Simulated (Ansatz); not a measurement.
## MnS under compression and expansion

```
CELL_PARAMETERS angstrom
0.00000 2.80000 2.80000
2.80000 0.00000 2.80000
2.80000 2.80000 0.00000
ATOMIC_POSITIONS crystal
Mn 0.00000 0.00000 0.00000
S 0.75000 0.75000 0.75000
```

The cell is COD entry 9008854, as deposited and not checked against the literature; nothing was relaxed.

Other magnetic orders may lie lower; this is the state that the run reached.

Methods: DFT, PBE, all-electron LAPW, scalar-relativistic (Ansatz 0.2.0); DFT, PBE, PAW with Ansatz's default frozen-core files, scalar-relativistic (Ansatz 0.2.0).

For LAPW: a Γ-centred 10×10×10 k mesh, Fermi–Dirac smearing of 0.05 eV, basis error target 0.5 meV/atom, spin-polarised from start moments Mn1 4 μB. PAW takes a cutoff of 420 eV at this cell. The Ansatz runs share mesh, smearing and spin set-up. Plane-wave (PAW) pressures include the program's estimate of the Pulay term.

The cell above is scaled evenly, with fractional coordinates and shape held.

| V/V(cell) | V (Å³/atom) | P, LAPW (GPa) | P, PAW (GPa) | moment, LAPW (μB) | free energy over the lowest listed, PAW (meV/atom) |
| --- | --- | --- | --- | --- | --- |
| 0.9500 | 20.854 | ? | ? | ? | ? |
| 0.9750 | 21.403 | 2.21 | 2.18 | 4.85 | 7.0 |
| 1.0000 | 21.952 | 1.06 | 1.04 | 4.92 | 1.4 |
| 1.0250 | 22.501 | -0.19 | -0.21 | 4.96 | 0.0 |
| 1.0500 | 23.050 | -1.37 | -1.38 | 4.98 | 2.7 |

Q: Fill in the row V/V(cell) = 0.9500.

A: P, LAPW (GPa) = 3.15, P, PAW (GPa) = 3.12, moment, LAPW (μB) = 4.76, free energy over the lowest listed, PAW (meV/atom) = 16.1.
